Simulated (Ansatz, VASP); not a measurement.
## One calculation of Mo, two programs

The input INCAR:

```
PREC = Accurate ; ENCUT = 520
EDIFF = 1E-6 ; ISMEAR = -1
SIGMA = 0.03 ; LREAL = F
LASPH = T ; NELM = 100
ALGO = Fast ; ISIF = 2
LWAVE = F ; LCHARG = F
GGA = PE ; NBANDS = 13
```

Contents of KPOINTS:

```
Automatic mesh
0
Gamma
  8 8 8
```

The input POSCAR:

```
Mo
1.0
   -1.5838089719      1.5838089719      1.5838089719
    1.5838089719     -1.5838089719      1.5838089719
    1.5838089719      1.5838089719     -1.5838089719
Mo
1
Direct
    0.0000000000      0.0000000000      0.0000000000
```

Contents of input.yaml:

```yaml
crystal:
  lattice:
    - [-1.5838089719, 1.5838089719, 1.5838089719]
    - [1.5838089719, -1.5838089719, 1.5838089719]
    - [1.5838089719, 1.5838089719, -1.5838089719]
  atoms:
    - { symbol: Mo, position: [0.0, 0.0, 0.0] }
kpoints:
  mp_grid: { grid: [8, 8, 8] }
scf:
  occupations: { method: fermi_dirac, width: 0.03 }
hamiltonian:
  xc: pbe
  pseudopotentials: { kind: all_electron, lapw: { basis_error: 0.002 } }
output:
  forces: true
  stress: true
  eigenvalues: true
```

Alike in both runs: task single point; functional PBE; k mesh 8 × 8 × 8; occupations fermi-dirac, width 0.03 eV; no spin polarisation.

```csv
,VASP,Ansatz
version,VASP 6.6.1,Ansatz 0.2.0
potentials or method,"VASP PAW PBE potentials, release 64 (Mo_sv)","all-electron LAPW, scalar-relativistic"
plane-wave cutoff (eV),520,see its input
```

|  | VASP | Ansatz | Ansatz less VASP |
| --- | --- | --- | --- |
| gap on the k mesh at the Fermi level (eV) | none | none | - |
| pressure (GPa) | -0.5 | -1.1 | -0.57 |

A gap of «none» marks a metal or a gap that the smearing closes. Ansatz ran all-electron here, so the differences hold the error of VASP's frozen core and of both bases.

Caveats: the k mesh is thin for a metal, which can move the energy by tens of meV per atom (Ansatz).
